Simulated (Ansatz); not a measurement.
# AgI: the cost of one run

Program: Ansatz 0.2.0. Level of theory: DFT PBE, scalar-relativistic. These are calculated values, not measurements.

The COD entry's cell or inner coordinates are ideal or old and differ from later refinements, so a difference from it is no clean test against experiment.

1 further run of the same task is left out (it didn't finish).

### Step 1. The starting structure

Symmetry: F-43m, No. 216, cubic system. Conventional cell: a = 6.473 Å, b = 6.473 Å, c = 6.473 Å, α = 90.00°, β = 90.00°, γ = 90.00°. Ag (site symmetry -43m) is surrounded by 4 I at 2.80 Å. I (site symmetry -43m) has 4 Ag at 2.80 Å as nearest neighbours.

Coordinates:

```cif
data_structure
_symmetry_space_group_name_H-M 'F-43m'
_symmetry_Int_Tables_number 216
_cell_length_a 6.4730
_cell_length_b 6.4730
_cell_length_c 6.4730
_cell_angle_alpha 90.000
_cell_angle_beta 90.000
_cell_angle_gamma 90.000
_cell_volume 271.22
loop_
_atom_site_label
_atom_site_type_symbol
_atom_site_symmetry_multiplicity
_atom_site_Wyckoff_symbol
_atom_site_fract_x
_atom_site_fract_y
_atom_site_fract_z
_atom_site_occupancy
Ag1 Ag 4 a 0.00000 0.00000 0.00000 1
I1 I 4 c 0.25000 0.25000 0.25000 1
```

The file gives the conventional cell by its symmetry; the runs use the cell typed in the input.

The cell is a deposited one (Crystallography Open Database entry 9008829); the temperature and pressure of the measurement aren't taken into account, and nothing was relaxed.

Atoms are numbered in the order of the input: Ag1, I2.

### Step 2. Volume × 0.96, LAPW

Contents of input.yaml:

```yaml
crystal:
  lattice:
    - [0.0, 3.1927581514, 3.1927581514]
    - [3.1927581514, 0.0, 3.1927581514]
    - [3.1927581514, 3.1927581514, 0.0]
  atoms:
    - { symbol: Ag, position: [0.0, 0.0, 0.0] }
    - { symbol: I, position: [0.75, 0.75, 0.75] }
kpoints:
  mp_grid: { grid: [7, 7, 7] }
scf:
  occupations: { method: fermi_dirac, width: 0.01 }
hamiltonian:
  xc: pbe
  pseudopotentials: { kind: all_electron, lapw: { basis_error: 0.0005 } }
output:
  forces: true
  stress: true
  eigenvalues: true
```

Launch:

```console
ansatz run input.yaml --threads 1 --pin off --max-ram 2048MiB --backend cpu --events-out ev --progress --plain --runs-dir out
```

**Question.** How long does this run take on 1 thread of Intel Xeon Platinum 8259CL at 2.50GHz (Skylake/Cascade Lake), shared host?

About 16 s.
